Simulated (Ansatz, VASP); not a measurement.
# Cross-check of LuAl2 between VASP and Ansatz, part 2 of 2

Wanted: the spread between two codes on one cell, functional and k mesh. The cell is taken from a series of runs on this material, whose earlier steps may have relaxed, scaled, displaced or heated it; both programs get it as it stands.

VASP 6.6.1 and Ansatz 0.2.0.

So far: The starting structure; VASP: relaxation of cell and atoms, r2SCAN.

## Step 3: Ansatz: relaxation of cell and atoms, r2SCAN

Level of this step: Ansatz beside VASP: Kohn-Sham DFT, plane waves, r2SCAN (Ansatz).

Ansatz runs on its default PAW (the set named soft_2) files.

The same cell, functional, mesh and smearing now go to Ansatz, which takes its cutoff from its data sets.

input.yaml reads:

```yaml
crystal:
  lattice:
    - [0.0, 3.8561654466, 3.8561654466]
    - [3.8561654466, 0.0, 3.8561654466]
    - [3.8561654466, 3.8561654466, 0.0]
  atoms:
    - { symbol: Lu, position: [0.5, 0.5, 0.5] }
    - { symbol: Lu, position: [0.75, 0.75, 0.75] }
    - { symbol: Al, position: [0.125, 0.125, 0.125] }
    - { symbol: Al, position: [0.625, 0.125, 0.125] }
    - { symbol: Al, position: [0.125, 0.625, 0.125] }
    - { symbol: Al, position: [0.125, 0.125, 0.625] }
kpoints:
  mp_grid: { grid: [8, 8, 8] }
hamiltonian:
  xc: r2scan
scf:
  occupations: { method: gaussian, width: 0.1 }
output:
  forces: true
  stress: true
  eigenvalues: true
relax:
  adjacent_minimum: "off"
  f_tol: 0.005
  max_steps: 60
  cell: { stress_tol: 0.03 }
```

On the command line:

```
ansatz run input.yaml --threads 8 --pin off --max-ram 16384MiB --backend cpu --events-out ev --progress --plain --runs-dir out
```

Numbers of over 12 decimals in the logs are rounded to 6 here.

The log of the run:

```text
Engine: ansatz 0.2.0, aarch64-unknown-linux-gnu
Pseudopotentials: kind: paw
Pseudopotential: Lu, paw, valence charge 25, recommended cutoff 500 eV (meta_gga), Lu.paw.azcp
Pseudopotential: Al, paw, valence charge 3, recommended cutoff 500 eV (meta_gga), Al.paw.azcp
Functional definition: r2SCAN
  parameter k0 = 0.174
  parameter k1 = 0.065
  parameter a1 = 4.9479
  exchange = r2scan_x(k0 = k0, k1 = k1, a1 = a1)
  correlation = r2scan_c
Crystal: 6 atoms, lattice volume = 114.682 Å³
Basis set: ecut = 500 eV, 2891 PW (Γ), exchange–correlation on 160×160×160 points (64 copies of the dense FFT grid, shifted against one another)
Bands: 38, of which v1, the nominal top of the filled ones, is band 31 counted from 1 (30 counted from 0)
Symmetry: 48 space group operations
Space group: Fd-3m (ITA 227), of the structure as read, at distance tolerance 4.9e-5 Å
k-points: 29 of 512
Non-local potential: Lu, projectors of the file, l = 0: 3, l = 1: 2, l = 2: 2, l = 3: 3
Non-local potential: Al, projectors of the file, l = 0: 2, l = 1: 2, l = 2: 1
PAW form: soft (Blöchl's): semilocal exchange-correlation on the pseudo side does not see the compensation charge
PAW frozen core: Lu, regenerated for the run's functional (the file was generated under x = pbe(κ = 0.804, μ = 0.219515), c = pbe(β = 0.066725))
PAW frozen core: Al, regenerated for the run's functional (the file was generated under x = pbe(κ = 0.804, μ = 0.219515), c = pbe(β = 0.066725))
PAW one-centre angular grid: Lu, 974 points (default); XC on 160 Gauss nodes
PAW one-centre angular grid: Al, 302 points (default); XC on 160 Gauss nodes
Initial density: superposition of atomic densities (neutral atoms: chi_scale 0, normalization atom), corrected by the library's trained network
Initial wavefunctions: pseudopotential atomic-orbital guess
Functional: x = r2scan, c = r2scan; τ floored in thin density (d = 2e-4 eV/Å³)
SCF iter   1: F=—  HF=-31652.308648 eV  |F-HF|=—  |Δ(HF+E_count)|=         —  Δρ=7.23e-3  dr2=4.45e-2  dr2_τ=5.33e-2  ethr=1.77e-3  ⟨swp⟩=7.6  Hψ=4873  notcnv=0  defer=1
preconditioner: auto → Kerker (q_TF=auto, 2.462 Å⁻¹)  [metal: Δε(μ)=0.031 eV  Ē_g=7.041 eV  σ=0.100 eV  W_gap=0.17  n_scr=26 (ndim 8)  ℏωp=23.5 eV  f_vac=0.000  D(μ)=4.29/eV (n_scr^D=26)]
SCF iter   2: F=—  HF=-31652.367102 eV  |F-HF|=—  |Δ(HF+E_count)|=   5.85e-2  Δρ=5.62e-3  dr2=2.07e-2  dr2_τ=5.63e-3  ethr=7.18e-5  ⟨swp⟩=3.6  Hψ=2874  notcnv=0  defer=55
SCF iter   3: F=—  HF=-31652.343247 eV  |F-HF|=—  |Δ(HF+E_count)|=   2.39e-2  Δρ=2.83e-3  dr2=4.85e-3  dr2_τ=2.68e-4  ethr=3.34e-5  ⟨swp⟩=2.0  Hψ=2352  notcnv=0  defer=55
SCF iter   4: F=—  HF=-31652.343884 eV  |F-HF|=—  |Δ(HF+E_count)|=   6.37e-4  Δρ=4.12e-4  dr2=9.62e-5  dr2_τ=2.51e-5  ethr=7.82e-6  ⟨swp⟩=2.8  Hψ=1951  notcnv=0  defer=55
SCF iter   5: F=—  HF=-31652.343935 eV  |F-HF|=—  |Δ(HF+E_count)|=   5.07e-5  Δρ=1.19e-4  dr2=1.95e-5  dr2_τ=1.14e-6  ethr=1.55e-7  ⟨swp⟩=2.0  Hψ=1951  notcnv=0  defer=55
SCF iter   6: F=—  HF=-31652.343936 eV  |F-HF|=—  |Δ(HF+E_count)|=   1.45e-6  Δρ=3.57e-5  dr2=1.19e-6  dr2_τ=7.25e-8  ethr=3.15e-8  ⟨swp⟩=2.0  Hψ=1948  notcnv=0  defer=55
SCF iter   7: F=—  HF=-31652.343935 eV  |F-HF|=—  |Δ(HF+E_count)|=   1.28e-6  Δρ=5.65e-6  dr2=6.71e-8  dr2_τ=4.98e-9  ethr=1.61e-10  ⟨swp⟩=9.5  Hψ=6339  notcnv=0
SCF iter   8: F=-31652.343935 eV  HF=-31652.343935 eV  |F-HF|=1.70e-8  |Δ(HF+E_count)|=   1.45e-8  Δρ=2.92e-6  dr2=1.34e-8  dr2_τ=1.27e-9  ethr=1.08e-10  ⟨swp⟩=4.0  Hψ=3949  notcnv=0
SCF 1 converged in 8 iterations: F = -31652.343935 eV  dr2 = 1.34e-8
  greatest PAW one-centre occupation: 0.996 electrons in one spin orbital (limit 2), on the Lu atom at site 1 (counted from 0), in its partial waves of l = 0
relax step   1: F+E_penalty+E_count = -31652.34393481 eV  Δ(F+E_penalty+E_count) = +0.000e0 eV  max|allowed force component| = 7.710e-18 eV/Å  Δτ_max = 0.0000 Å  P = -0.364 GPa  Ω = 114.682 Å³  (8 SCF iters, dr2 threshold 1.00e-7 eV, accepted)
[...]
relax step   2: F+E_penalty+E_count = -31652.34439377 eV  Δ(F+E_penalty+E_count) = -4.590e-4 eV  max|allowed force component| = 3.643e-17 eV/Å  Δτ_max = 0.0000 Å  P = +0.197 GPa  Ω = 113.975 Å³  energy of the carried Pulay correction = +8.386e-5 eV  (5 SCF iters, dr2 threshold 3.31e-7 eV, accepted)
[...]
relax step   3: F+E_penalty+E_count = -31652.34451512 eV  Δ(F+E_penalty+E_count) = -1.213e-4 eV  max|allowed force component| = 3.412e-17 eV/Å  Δτ_max = 0.0000 Å  P = -0.002 GPa  Ω = 114.223 Å³  energy of the carried Pulay correction = +5.442e-5 eV  (4 SCF iters, dr2 threshold 9.74e-8 eV, accepted)
[...]
relax step   4: F+E_penalty+E_count = -31652.34446648 eV  Δ(F+E_penalty+E_count) = +4.863e-5 eV  max|allowed force component| = 3.527e-17 eV/Å  Δτ_max = 0.0000 Å  P = -0.002 GPa  Ω = 114.223 Å³  stress off target by 1.57e-3 GPa  SCF on the basis re-selected at this cell (its energy is not comparable with the rows above)  (7 SCF iters)
basis re-selected at this cell: Δ(F+E_penalty+E_count) = +4.863e-5 eV, ΔP = +0.000 GPa vs the last step (what re-selecting the basis moved, of the pressure what is left beyond the Pulay correction that the steps carried, after the strain that the cell walked since its last selection, with what the two solves' SCF thresholds leave and, on support functions, any second-order correction that the steps lacked; it is no m [...]
SCF converged after 7 iterations
Free energy (F): -31652.344466 eV
Harris-Foulkes:  -31652.344466 eV  (|F-HF|=0.00e0)
Internal energy: -31652.323667 eV  (E = F + TS)
E sigma→0 (E₀):  -31652.334067 eV
Entropy (-TS):   -0.020800 eV (-3.467 meV/atom)
Fermi energy:    11.480780 eV
--- Per-component energies (eV) ---
  E_band       = -49.540733
  E_kinetic    = 936.137043
  E_local      = -15971.565484  (includes V_loc(G=0)·N_el)
  E_nonlocal   = 1176.537464
  E_hartree    = 6886.167987
  E_xc         = -578.237704
  E_vxc        = -711.413317  (∫ρ·V_xc dr)
  E_paw        = -16659.509840  (= ΣΔE_a)
  E_vpaw       = 712.076983  (= ΣTr[D̂ρ^β])
  E_aug_tail   = 0.000023  (compensation charges beyond the density's cutoff)
  E_vtau       = 36.350568  (kinetic-family band-sum trace: ∫τ·v_τ [+ j·A + Jᵃ·Aᵃ] dr)
  E_ewald      = -7442.967769
  E_core_change = 1.114614  (= ΣΔE_core)
  E_smearing   = -0.020800  (= −TS)
  E_closure    = 0.000000  (closes the sum)
  Σ components = -31652.344466   (vs F -31652.344466, Δ=0.00e0)
--- Forces (eV/Å), atoms counted from 1 ---
  atom   1  Lu     0.00000000     0.00000000     0.00000000
  atom   2  Lu    -0.00000000    -0.00000000    -0.00000000
  atom   3  Al     0.00000000     0.00000000    -0.00000000
  atom   4  Al    -0.00000000    -0.00000000    -0.00000000
  atom   5  Al    -0.00000000    -0.00000000     0.00000000
  atom   6  Al    -0.00000000     0.00000000    -0.00000000
  max |Σ_I F_I| component: 6.94e-18 eV/Å
--- Stress (GPa, compression-positive) ---
       -0.001575      -0.000000      -0.000000
       -0.000000      -0.001575      -0.000000
       -0.000000      -0.000000      -0.001575
  P = ⅓ Tr σ = -0.0016 GPa (-0.016 kbar)
--- Band table (eV; the first three rows and the last of 29) ---
  k-point 0: bands = [... 27 lower, 8.8247, 8.8247, 8.8247, 9.3649, 9.3649, 11.4669, 14.1761, 14.1761, ... 3 higher]
  k-point 1: bands = [... 27 lower, 9.0032, 9.0032, 9.7813, 9.8128, 9.8128, 12.0501, 13.6210, 14.2171, ... 3 higher]
  k-point 2: bands = [... 27 lower, 9.2023, 9.2023, 10.5189, 10.5189, 10.8835, 12.6189, 13.3349, 14.3730, ... 3 higher]
  k-point 28: bands = [... 27 lower, 9.5493, 9.9136, 9.9136, 12.0929, 12.0929, 13.0390, 13.0390, 14.2864, ... 3 higher]
--- Relaxed structure (3 steps of the walk, 3 accepted, 1 SCFs on fresh bases) ---
  F+E_penalty+E_count = -31652.34446648 eV   max|allowed force component| = 3.527e-17 eV/Å   (the final SCF, on the basis selected at the relaxed cell)
  cell:  # Å, volume = 114.2226 Å³
    - [0, 3.851004, 3.851004]
    - [3.851004, 0, 3.851004]
    - [3.851004, 3.851004, 0]
  atoms:
    - { symbol: Lu, position: [0.5, 0.5, 0.5] }
    - { symbol: Lu, position: [0.750000, 0.750000, 0.750000] }
    - { symbol: Al, position: [0.125, 0.125, 0.125] }
    - { symbol: Al, position: [0.625000, 0.125, 0.125] }
    - { symbol: Al, position: [0.125, 0.625000, 0.125] }
    - { symbol: Al, position: [0.125, 0.125, 0.625000] }
```

## Step 4: Side by side

Known differences besides the potentials themselves: VASP keeps PBE cores, Ansatz makes them for the functional; the data sets hold 62 valence electrons in Ansatz (on its default PAW (the set named soft_2) files) and 30 in VASP; the cutoff is 500 eV in Ansatz and 550 eV in VASP; Ansatz adds a Pulay correction to the stress that steers its cell, VASP none. Total energies have different zeros and are not compared.

The two programs side by side:

```tsv
quantity	Ansatz	VASP	difference
volume (Å³)	114.22	114.62	-0.34 %
edge a after relaxation, in the typed setting (Å)	5.446	5.452	-0.12 %
```

## Step 5: Results

```yaml
difference_in_volume_relaxation_of_cell_and_atoms_r2scan: -0.34 %
```

What this shows: The difference in volume is -0.34 % (relaxation of cell and atoms, r2SCAN), within the 1.2 % picked in this series as the mark of a large difference, as far as the stopping tolerances let one tell. The data sets hold unlike numbers of valence electrons (62 in Ansatz and 30 in VASP), so part of the differences comes from the potentials. Such differences can come from data sets, numerical settings and the points named under the comparisons, not from the functional's error against experiment.

[Lines on the potential files, build, host, timing and source positions are cut from VASP's logs without a mark.]

[Logs are printed without paths, hosts, clocks, repeated set-up lines and the standing remarks that a program may print on its own settings, such as how far it seeks lower states.]

[Hosts, paths, dates, database ids (printed as entryN), source tags and the programs' standing remarks are cut or masked in the printed files.]
